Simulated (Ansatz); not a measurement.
**TiTe2: equation of state with PBE**

The system is TiTe2.

```
Te Ti
1.0
     3.77700    0.00000    0.00000
    -1.88850    3.27098    0.00000
     0.00000    0.00000    6.49800
Te Ti
2 1
Direct
  0.33333 0.66667 0.73720
  0.66667 0.33333 0.26280
  0.00000 0.00000 0.00000
```

- Program: Ansatz 0.2.0
- Task: equation of state
- Functional: PBE
- Potentials or basis: Ansatz PAW
- Cutoff: 420 eV
- Density cutoff: 1680 eV
- k mesh: 8 × 8 × 4
- Occupations: fermi-dirac, width 0.05 eV
- Spin: no spin polarisation

```json
{
 "Equilibrium volume": "27.14 Å³/atom",
 "Bulk modulus at fixed shape and positions": "62 GPa",
 "Pressure derivative of the bulk modulus": "4.1"
}
```

Energy against volume, from the lowest point:
```csv
volume (Å³/atom),energy (meV/atom)
25.154,31.92
25.689,16.38
26.225,6.22
26.760,0.91
27.295,0.00
27.830,3.05
28.365,9.68
```

All runs of the series together: 13 s on 2 threads of Intel(R) Xeon(R) Platinum 8375C CPU @ 2.90GHz (Ice Lake), with other jobs on the host.

Caveat: the cell was scaled at fixed shape and fractional positions, which overstates the stiffness of a crystal with free parameters, most of all of layers and chains; this functional lacks dispersion, which binds the layers, so the pressure and a relaxed spacing across them are unreliable. The run has no spin-orbit coupling, so splittings on Te are missing.
